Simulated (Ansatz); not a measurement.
# Si2W: the cost of one run

Computed with Ansatz 0.2.0 (DFT PBE, scalar-relativistic, plane waves, PAW, unless a step's input says otherwise).

1 further run of the same task is left out (set aside as unsound or not needed).

**1. The structure to begin with**

Symmetry: I4/mmm, No. 139, tetragonal system. The conventional cell has a = 3.229 Å, b = 3.229 Å, c = 7.867 Å, α = 90.00°, β = 90.00°, γ = 90.00°. Si (site symmetry 4mm) has 5 Si at 2.60 to 2.64 Å and 5 W at 2.63 Å as nearest neighbours. W (site symmetry 4/mmm) is surrounded by 10 Si at 2.63 Å.

Structure file:

```cif
data_structure
_symmetry_space_group_name_H-M 'I4/mmm'
_symmetry_Int_Tables_number 139
_cell_length_a 3.2290
_cell_length_b 3.2290
_cell_length_c 7.8668
_cell_angle_alpha 90.000
_cell_angle_beta 90.000
_cell_angle_gamma 90.000
_cell_volume 82.02
loop_
_atom_site_label
_atom_site_type_symbol
_atom_site_symmetry_multiplicity
_atom_site_Wyckoff_symbol
_atom_site_fract_x
_atom_site_fract_y
_atom_site_fract_z
_atom_site_occupancy
Si1 Si 4 e 0.00000 0.00000 0.33457 1
W1 W 2 a 0.00000 0.00000 0.00000 1
```

This cell was relaxed beforehand with the same method: volume 13.67 Å³/atom, gap on the mesh none (metal).

**2. The reference cell**

The reference gives a free energy of -11657.4621 eV, pressure 0.04 GPa, largest force 0.002 eV/Å and gap on the mesh none (metal). It was computed beforehand with the settings of the runs below.

**3. Breaking the symmetry**

All atoms moved at random, sigma 0.25 Å a component. Displacements in the unstrained cell, with the mean shift removed:

| atom | ux (Å) | uy (Å) | uz (Å) |
| --- | --- | --- | --- |
| Si1 | 0.085 | 0.028 | 0.172 |
| Si2 | -0.039 | 0.171 | -0.236 |
| W3 | -0.046 | -0.199 | 0.064 |

**4. Single point of the disturbed structure**

input.yaml

```yaml
crystal:
  lattice:
    - [-1.6144976568, 1.6144976568, 3.9334139095]
    - [1.6144976568, -1.6144976568, 3.9334139095]
    - [1.6144976568, 1.6144976568, -3.9334139095]
  atoms:
    - { symbol: Si, position: [0.3650904216, 0.3827311317, 0.0349212768] }
    - { symbol: Si, position: [0.6883641109, 0.6233248008, 0.0408619535] }
    - { symbol: W, position: [-0.0534545325, -0.0060559325, -0.0757832303] }
basis:
  ecutwfc: 420
kpoints:
  mp_grid: { grid: [14, 14, 14] }
hamiltonian:
  xc: pbe
scf:
  occupations: { method: gaussian, width: 0.15 }
output:
  forces: true
  stress: true
  eigenvalues: true
```

The run is started by

```sh
$ ansatz run input.yaml --threads 1 --pin off --max-ram 2560MiB --backend cpu --events-out ev --progress --plain --runs-dir out
```

**Question.** How long does this run take on 1 thread of Intel Xeon Platinum 8488C (Sapphire Rapids), shared host, and how much memory does it need?

About 49 s, with a peak of 1.2 GiB.
